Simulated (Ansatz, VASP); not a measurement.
## CuAu in VASP and in Ansatz

```
Cu Au
1.0
     2.80000    0.00000    0.00000
     0.00000    2.80000    0.00000
     0.00000    0.00000    3.67000
Cu Au
1 1
Direct
  0.50000 0.50000 0.50000
  0.00000 0.00000 0.00000
```

Alike in both runs: task single point; functional PBE; k mesh 18 × 18 × 14; occupations gaussian, width 0.15 eV; no spin polarisation.

|  | VASP | Ansatz |
| --- | --- | --- |
| version | VASP 6.6.1 | Ansatz 0.2.0 |
| potentials or method | VASP PAW PBE potentials, release 64 (Cu, Au) | scalar-relativistic, plane waves, PAW |
| plane-wave cutoff (eV) | 520 | 420 |
| valence electrons in the cell | 22 | 38 |

|  | VASP | Ansatz | Ansatz less VASP |
| --- | --- | --- | --- |
| gap on the k mesh at the Fermi level (eV) | none | none | - |
| pressure (GPa) | 6.9 | 6.8 | -0.17 |
| largest component of the traceless stress (GPa) | 0.71 | 0.75 | +0.045 |

A gap of «none» marks a metal or a gap that the smearing closes. The two sets of potentials don't hold the same shells in valence.

Spin-orbit coupling is left out, which matters for the levels of Au.
